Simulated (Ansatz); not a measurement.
Below is a relaxed structure of ZnS. It was relaxed at this level from a Materials Project cell.

Theory: DFT PBE, scalar-relativistic, plane waves, PAW in Ansatz 0.2.0. Cutoff 420 eV, Γ-centred mesh, Gaussian smearing, no spin polarisation.

```cif
data_structure
_symmetry_space_group_name_H-M 'P 1'
_symmetry_Int_Tables_number 1
_cell_length_a 9.7067
_cell_length_b 9.7067
_cell_length_c 9.7067
_cell_angle_alpha 22.854
_cell_angle_beta 22.854
_cell_angle_gamma 22.854
_cell_volume 121.06
loop_
_atom_site_label
_atom_site_type_symbol
_atom_site_fract_x
_atom_site_fract_y
_atom_site_fract_z
_atom_site_occupancy
Zn1 Zn 0.99997 0.99997 0.99997 1
Zn2 Zn 0.22225 0.22225 0.22225 1
Zn3 Zn 0.44453 0.44453 0.44453 1
S1 S 0.08330 0.08330 0.08330 1
S2 S 0.52785 0.52785 0.52785 1
S3 S 0.30543 0.30543 0.30543 1
```

Formation energies are uncorrected and refer to the elements' standard structures at the same level.

**Question.** What space group does it have?

**Answer.** R3m (No. 160). Conventional cell: a = 3.846 Å, c = 28.348 Å. Around Zn on its first site lie 4 S at 2.36 Å; Zn on its second site is surrounded by 4 S at 2.36 Å; Zn on its third site is surrounded by 4 S at 2.36 Å; S on its first site is surrounded by 4 Zn at 2.36 Å; 2 more sites not described.

**Question.** What is its formation energy per atom?

**Answer.** −0.820 eV/atom. A negative formation energy is needed for stability but isn't enough: competing phases decide.

**Question.** Is it a metal?

**Answer.** No, the gap on the 12×12×12 mesh is 2.06 eV.

The last run used a 12×12×12 mesh for its 6-atom cell and Gaussian smearing of 0.02 eV. Kohn–Sham gaps at this level usually fall short of measured ones. The reference form of S is held partly by dispersion forces, which this level lacks. A structure relaxed within its symmetry needn't be a true minimum.
